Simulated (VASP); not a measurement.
Au: single point with PBE

Au:

```xyz
1
Lattice="0.0000 2.0350 2.0350 2.0350 0.0000 2.0350 2.0350 2.0350 0.0000" Properties=species:S:1:pos:R:3 pbc="T T T"
Au    0.0000    0.0000    0.0000
```

```json
{
  "Program": "VASP 6.6.1",
  "Task": "single point",
  "Functional": "PBE",
  "Potentials or basis": "VASP PAW PBE potentials, release 64 (Au)",
  "Cutoff": "520 eV",
  "k mesh": "11 × 11 × 11",
  "Occupations": "gaussian, width 0.026 eV",
  "Spin": "no spin polarisation"
}
```

| Quantity | Value |
| --- | --- |
| Pressure | 10.5 GPa |
| Band gap on the k mesh | none (metal or under the smearing width) |

Levels at points of the mesh, in eV from the Fermi level:
```
           k point  band 3  band 4  band 5  band 6  band 7  band 8  band 9
(0.00, 0.00, 0.00)   -4.85   -4.85   -3.30   -3.30   14.41   18.47   18.47
```

It took 4 s on 1 thread of Intel(R) Xeon(R) 6975P-C (Granite Rapids), on a shared host, peak memory 0.14 GiB.

The run has no spin-orbit coupling, so splittings on Au are missing.
